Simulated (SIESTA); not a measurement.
# CaF2 (Fluorite) under changes of volume

One of the cells (13.579 Å³/atom); the others are scaled copies at fixed shape and fractional positions:

```xyz
3
Lattice="0.0000 2.7310 2.7310 2.7310 0.0000 2.7310 2.7310 2.7310 0.0000" Properties=species:S:1:pos:R:3 pbc="T T T"
Ca    0.0000    0.0000    0.0000
F     4.0965    4.0965    4.0965
F     1.3655    1.3655    1.3655
```

```yaml
Program: SIESTA 5.4.2
Functional: PBEsol
Potentials_or_basis: PseudoDojo 0.4 standard (PBEsol files)
Basis: DZP (energy shift 0.003 Ry; two zetas on semicore shells; d shell added on Ca)
Grid_cutoff: 800 Ry
Energy_shift: 0.003 Ry
k_mesh: 8 × 8 × 8
Occupations: fermi-dirac, width 0.05 eV
Spin: no spin polarisation
```

```csv
volume (Å³/atom),energy over the lowest point (meV/atom),pressure (GPa),gap on the mesh (eV)
12.764,6.57,3.9,7.52
13.036,?,?,?
13.308,0.00,0.0,7.27
13.579,1.67,-1.9,7.15
13.851,6.05,-3.3,7.03
14.122,12.78,-4.7,6.92
14.394,21.81,-5.9,6.81
```

What does the run at 13.036 Å³/atom give?

Energy over the lowest point 1.65 meV/atom; pressure 1.9 GPa; gap on the mesh 7.39 eV.

Worked out: A Birch-Murnaghan fit of order 3 (a polynomial in V^(-2/3)) to the other rows has its minimum at 13.30 Å³/atom with B0 = V·E''(V) = 90 GPa and B' = 5.1. It gives 1.52 meV/atom at 13.036 Å³/atom, against the run's 1.65, and -dE/dV = 1.9 GPa, against 1.9. A straight line through the other rows of the gap, of slope -5.92 eV per unit of ln V, gives 7.39 eV, against the run's 7.39.

Energies are extrapolated to zero smearing.

Caveats: the basis of atomic orbitals isn't converged, which shifts pressures, moduli and gaps.

A mesh can miss the band edges.
